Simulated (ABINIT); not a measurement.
Ag:

```
Ag
1.0
     2.93000    0.00000    0.00000
    -1.46500    2.53745    0.00000
     0.00000    0.00000    4.79000
Ag
2
Direct
  0.66667 0.33333 0.75000
  0.33333 0.66667 0.25000
```

This isn't the form of Ag at room conditions, which is fcc.

Base run:

- Program: ABINIT 10.8.3 (patched build)
- Functional: AM05
- Potentials or basis: JTH PAW PBE v2.0
- Cutoff: 544 eV
- k mesh: 10 × 10 × 6
- Occupations: fermi-dirac, width 0.05 eV
- Spin: no spin polarisation

Its results: band gap on the k mesh none (metal or under the smearing width); pressure -5.7 GPa.

Problem. After a change of settings the same cell gave: band gap on the k mesh none (metal or under the smearing width); pressure 0.7 GPa. Which change was it?
A. functional from AM05 to SCAN
B. functional from AM05 to LDA
C. functional from AM05 to BLYP
D. functional from AM05 to PBE

Solution. D.

PBE binds less tightly than AM05, so the same cell stands under more pressure.

Caveats: the PAW data sets were made with another functional, which shifts forces and pressure a little (some runs).
